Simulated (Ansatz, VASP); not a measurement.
HfO2 in VASP and in Ansatz

```
Hf O
1.0
     0.00000    2.52918    2.52918
     2.52918    0.00000    2.52918
     2.52918    2.52918    0.00000
Hf O
1 2
Direct
  0.00000 0.00000 0.00000
  0.25000 0.25000 0.25000
  0.75000 0.75000 0.75000
```

The cell was built by a generator and needn't be a form met in nature.

Alike in both runs: task single point; functional PBE; k mesh 8 × 8 × 8; occupations fermi-dirac, width 0.02 eV; no spin polarisation.

|  | VASP | Ansatz |
| --- | --- | --- |
| version | VASP 6.6.1 | Ansatz 0.2.0 |
| potentials or method | VASP PAW PBE potentials, release 64 (Hf_pv, O) | plane waves, PAW |
| plane-wave cutoff (eV) | 520 | 420 |
| valence electrons in the cell | 22 | 38 |

```csv
,VASP,Ansatz,Ansatz less VASP
gap on the k mesh at the Fermi level (eV),3.82,3.80,-0.017
pressure (GPa),2.1,6.0,+3.84
```

With one functional, cell and mesh, what is left measures potentials, basis and numerics. The two sets of potentials don't hold the same shells in valence.

Caveats: spin-orbit coupling is left out, which moves the levels of the heavy elements. As with any semilocal functional, this PBE gap is likely too small. A k mesh can miss the band edges.
